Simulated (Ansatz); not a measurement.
Geometry optimisation, Ansatz, DFT PBE, scalar-relativistic, plane waves, PAW.

input.yaml

```yaml
crystal:
  lattice:
    - [6.892979, -2.421191, 0.0]
    - [6.892979, 2.421191, 0.0]
    - [-5.500686, 0.0, 6.796669]
  atoms:
    - { symbol: Si, position: [0.4240581, 0.9091353, 0.6542826] }
    - { symbol: Si, position: [0.0908647, 0.5759419, 0.8457174] }
    - { symbol: Si, position: [0.5759419, 0.0908647, 0.3457174] }
    - { symbol: Si, position: [0.9091353, 0.4240581, 0.1542826] }
    - { symbol: Si, position: [0.973879, 0.026121, 0.25] }
    - { symbol: Si, position: [0.026121, 0.973879, 0.75] }
    - { symbol: O, position: [0.7137785, 0.1543628, 0.3103688] }
    - { symbol: O, position: [0.8456372, 0.2862215, 0.1896312] }
    - { symbol: O, position: [0.2862215, 0.8456372, 0.6896312] }
    - { symbol: O, position: [0.1543628, 0.7137785, 0.8103688] }
    - { symbol: O, position: [0.2721232, 0.9372807, 0.4325083] }
    - { symbol: O, position: [0.0627193, 0.7278768, 0.0674917] }
    - { symbol: O, position: [0.2143143, 0.3671626, 0.312233] }
    - { symbol: O, position: [0.6328374, 0.7856857, 0.1877669] }
    - { symbol: O, position: [0.7856857, 0.6328374, 0.6877669] }
    - { symbol: O, position: [0.3671626, 0.2143143, 0.812233] }
    - { symbol: O, position: [0.9372807, 0.2721232, 0.9325083] }
    - { symbol: O, position: [0.7278768, 0.0627193, 0.5674917] }
    - { symbol: O, position: [0.1027092, 0.3636737, 0.5701295], spin: 1.0 }
magnetization:
  spin_polarized: true
basis:
  ecutwfc: 420.0
kpoints:
  mp_grid: { grid: [2, 2, 2] }
hamiltonian:
  xc: pbe
  pseudopotentials: { kind: paw, azcp: { folder: soft_1 } }
scf:
  occupations: { method: gaussian, width: 0.02 }
  lower_state_search: "off"
relax:
  f_tol: 0.03
  max_steps: 60
  adjacent_minimum: "off"
output:
  write_density: true
  write_potential: true
  elf: true
  volumetric_format: npy
```

Launched with:

```bash
$ ansatz run input.yaml --threads 2 --pin off --max-ram 5120MiB --backend cpu --events-out ev --progress --plain --runs-dir out
```

Q: Where does it end, and by what steps?

A: The run converged. Limits of this set-up: coarse k mesh, a small cell, in which the defect meets its images. After 9 steps the energy has fallen by 2.171 eV; O19 moved furthest, 0.66 Å.

```json
{"step": "0", "energy less start (eV)": "0.0000", "largest force component (eV/Å)": "3.404", "accepted": "yes"}
{"step": "1", "energy less start (eV)": "-1.2368", "largest force component (eV/Å)": "1.856", "accepted": "yes"}
{"step": "2", "energy less start (eV)": "-1.8243", "largest force component (eV/Å)": "0.781", "accepted": "yes"}
{"step": "3", "energy less start (eV)": "-2.1024", "largest force component (eV/Å)": "0.437", "accepted": "yes"}
{"step": "4", "energy less start (eV)": "-2.1539", "largest force component (eV/Å)": "0.319", "accepted": "yes"}
{"step": "5", "energy less start (eV)": "-2.1629", "largest force component (eV/Å)": "0.275", "accepted": "yes"}
{"step": "6", "energy less start (eV)": "-2.1654", "largest force component (eV/Å)": "0.107", "accepted": "yes"}
{"step": "7", "energy less start (eV)": "-2.1696", "largest force component (eV/Å)": "0.078", "accepted": "yes"}
{"step": "8", "energy less start (eV)": "-2.1707", "largest force component (eV/Å)": "0.041", "accepted": "yes"}
{"step": "9", "energy less start (eV)": "-2.1711", "largest force component (eV/Å)": "0.009", "accepted": "yes"}
```

```xyz
19
Lattice="6.8930 -2.4212 0.0000 6.8930 2.4212 0.0000 -5.5007 0.0000 6.7967" Properties=species:S:1:pos:R:3
Si 5.509 1.132 4.454
Si -0.061 1.063 5.629
Si 2.703 -1.175 2.334
Si 8.330 -1.171 1.072
Si 5.498 -2.464 1.633
Si 2.776 2.444 5.119
O 4.264 -1.499 2.066
O 6.756 -1.512 1.240
O 3.934 1.422 4.658
O 1.544 1.531 5.699
O 5.926 1.453 2.920
O 5.056 1.428 0.405
O 2.427 0.397 2.046
O 8.605 0.404 1.354
O 5.698 -0.461 4.779
O -0.474 -0.526 5.568
O 3.269 -1.453 6.329
O 2.320 -1.452 3.890
O 0.565 1.070 3.849
```

Whether the end is a true minimum wasn't checked by a vibrational analysis.

Time of the run: 88 s on 2 threads of Arm Neoverse V1, on a shared host, peak memory 0.68 GiB.
